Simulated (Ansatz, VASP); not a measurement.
**ZnSe in VASP and in Ansatz**

The input POSCAR:

```
ZnSe
1.0
    0.0000000000      2.8324206805      2.8324206805
    2.6692732493      0.0000000000      2.8324206805
    2.6692732493      2.8324206805      0.0000000000
Zn Se
1 1
Direct
    0.0000000000      0.0000000000      0.0000000000
    0.2500000000      0.2500000000      0.2500000000
```

INCAR.step1

```
PREC = Accurate
ENCUT = 520
ISMEAR = 0
SIGMA = 0.01
LREAL = F
LASPH = T
NELM = 60
NBANDS = 16
GGA = PE
ALGO = Normal
EDIFF = 1E-4
LWAVE = T
LCHARG = F
```

INCAR.step2

```
PREC = Accurate
ENCUT = 520
EDIFF = 1E-7
ISMEAR = 0
SIGMA = 0.01
LREAL = F
LASPH = T
NELM = 60
ALGO = Normal
ISIF = 2
LWAVE = F
LCHARG = T
METAGGA = R2SCAN
LMIXTAU = T
LELF = T
LVHAR = T
NBANDS = 16
ISTART = 1
```

Contents of KPOINTS:

```
Automatic mesh
0
Gamma
  8 8 8
```

Input for Ansatz:

```yaml
crystal:
  lattice:
    - [0.0, 2.8324206805, 2.8324206805]
    - [2.6692732493, 0.0, 2.8324206805]
    - [2.6692732493, 2.8324206805, 0.0]
  atoms:
    - { symbol: Zn, position: [0.0, 0.0, 0.0] }
    - { symbol: Se, position: [0.25, 0.25, 0.25] }
kpoints:
  mp_grid: { grid: [8, 8, 8] }
  band_path:
    path:
      - [0.0, 0.0, 0.0]
      - [-0.5, -0.5, 0.0]
      - [-0.375, -0.375, 0.25]
      - [-0.375, 0.0, 0.375]
      - [0.0, 0.0, 0.5]
      - [-0.5, -0.25, 0.25]
    npoints: 1
hamiltonian:
  xc: r2scan
scf:
  occupations: { method: fixed }
  n_extra_bands: 4
output:
  forces: true
  stress: true
  eigenvalues: true
```

Change from the starting cell: uniaxial_x strain -5.8%.

Alike in both runs: task single point; functional r2SCAN; k mesh 8 × 8 × 8; no spin polarisation.

|  | VASP | Ansatz |
| --- | --- | --- |
| version | VASP 6.6.1 | Ansatz 0.2.0 |
| potentials or method | VASP PAW PBE potentials, release 64 (Zn, Se) | plane waves, PAW |
| plane-wave cutoff (eV) | 520 | 500 |
| occupations | gaussian, width 0.01 eV | fixed |
| valence electrons in the cell | 18 | 28 |

Ansatz gave:

| Property | Result |
| --- | --- |
| gap on the k mesh at the Fermi level (eV) | 1.98 |
| pressure (GPa) | 4.4 |
| largest component of the traceless stress (GPa) | 1.22 |

Problem. What did VASP give for the same quantities?

Solution. gap on the k mesh at the Fermi level (eV): 1.99; pressure (GPa): 4.5; largest component of the traceless stress (GPa): 1.23.

The two sets of potentials don't hold the same shells in valence.

Caveats: the PAW data sets were made with another functional, which shifts forces and pressure a little (VASP).
